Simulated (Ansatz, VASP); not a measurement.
# Al in VASP and in Ansatz

```
Al
1.0
    -1.59122    1.59122    1.59122
     1.59122   -1.59122    1.59122
     1.59122    1.59122   -1.59122
Al
1
Cartesian
  0.0000 0.0000 0.0000
```

This isn't the form of Al at room conditions, which is fcc.

Alike in both runs: task relaxation of cell and atoms; functional PBEsol; dispersion D3(BJ); k mesh 12 × 12 × 12; occupations fermi-dirac, width 0.05 eV; no spin polarisation.

```csv
,VASP,Ansatz
version,VASP 6.6.1,Ansatz 0.2.0
potentials or method,"VASP PAW PBE potentials, release 64 (Al)",Ansatz PAW
plane-wave cutoff (eV),600,420
valence electrons in the cell,3,3
```

|  | VASP | Ansatz | Ansatz less VASP |
| --- | --- | --- | --- |
| gap on the k mesh at the Fermi level, each at its own relaxed structure (eV) | none | none | - |
| relaxed volume (Å³/atom) | 15.91 | 15.90 | -0.011 |
| relaxed cell length with the largest relative difference (Å) | 2.744 | 2.744 | -0.0006 |

A gap of «none» marks a metal or a gap that the smearing closes.

Caveats: pairwise dispersion overbinds metals, which lowers pressure and volume; the PAW data sets were made with another functional, which shifts forces and pressure a little (VASP); the plane-wave basis is chosen anew once the cell has moved, so the energies of steps on either side of that aren't comparable (Ansatz); the PAW data sets come from PBE, with cores solved anew for the run's functional, which leaves a small shift of forces and pressure (Ansatz).
